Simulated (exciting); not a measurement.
Runs of exciting (release sodium) on CuI (Marshite). Symmetry: F-43m, No. 216, cubic system. The conventional cell has a = 6.063 Å, b = 6.063 Å, c = 6.063 Å, α = 90.00°, β = 90.00°, γ = 90.00°. Around I (site symmetry -43m) lie 4 Cu at 2.63 Å. Cu (site symmetry -43m) has 4 I at 2.63 Å as nearest neighbours. 

| task | level | smearing | outputlevel | gap on the mesh (eV) |
| --- | --- | --- | --- | --- |
| single point | RPBE | gaussian 0.1 eV | low | 1.26 |
| band structure | LDA | fermi-dirac 0.05 eV | low | (a) |
| band structure | PBE | fermi-dirac 0.05 eV | high | 1.12 |
| single point | PBEsol | gaussian 0.02 eV | high | 1.01 |

Alike in all rows: potentials or basis all-electron LAPW+lo, shipped species files, valence relativity iora*; no spin polarisation; cell as given; k mesh 8 × 8 × 8; rgkmax 9.

Fill in the values left out.

(a) 0.95.

Caveats: spin-orbit coupling is left out, which moves the levels of the heavy elements; the tetrahedron DOS on this energy grid can lose part of the weight of narrow d or f bands (some runs).

A k mesh can miss the band edges, and the runs leave out spin-orbit coupling on I.

Not every run made on this cell is shown here.
